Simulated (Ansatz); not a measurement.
The guess for Be₄S was made by a generator: random cell by space group and Wyckoff sites (P-43m, No. 215). The dimensions are guesses.

Space group P-43m (No. 215). a = 3.696 Å, b = 3.696 Å, c = 3.696 Å, α = 90.00°, β = 90.00°, γ = 90.00°
```csv
atom,site,symmetry,x,y,z
Be,4e,.3m,0.8161,0.8161,0.8161
S,1b,-43m,0.5000,0.5000,0.5000
```

The calculation used DFT PBE, scalar-relativistic, plane waves, PAW (Ansatz). Cutoff 420 eV, Gaussian smearing, Γ-centred meshes. Cell and atoms relax first on a coarse mesh and then on a finer one. In between, the cell is made exact in the group found at 0.06 Å. In metals the finer mesh still leaves noise of several meV/atom or more. The steps can't lower the symmetry of their start. No spin polarisation.

A guess keeps its type if space group and coordination stay and the shape of the cell changes little (axis ratios within about 15 %, angles within 6°); the volume may change.

Question: Does it keep its structure type, or change into something else?

Answer: It keeps its type. The symmetry stays P-43m (No. 215). The volume per atom grows by 14.4 %, from 10.1 to 11.6 Å³. The shortest distance goes from 1.92 Å (Be–Be) to 2.01 Å (Be–S). Counting neighbours within 15 % of an atom's shortest distance, the start has Be 4, S 4 and the end Be 4, S 4.

The zero of energy is the elements' standard structures at the same level; no fitted shifts are applied.

Question: At what energy does it end?

Answer: +0.23 eV/atom. The separate elements lie lower, so it is unstable against them.

The last run used a 10×10×10 mesh for its 5-atom cell and Gaussian smearing of 0.10 eV. The reference form of S is held partly by dispersion forces, which this level lacks. A structure relaxed within its symmetry needn't be a true minimum. Another cell of Be4S relaxed alike, in Cc, lies 223 meV/atom lower, so this cell isn't the stable form at this level.
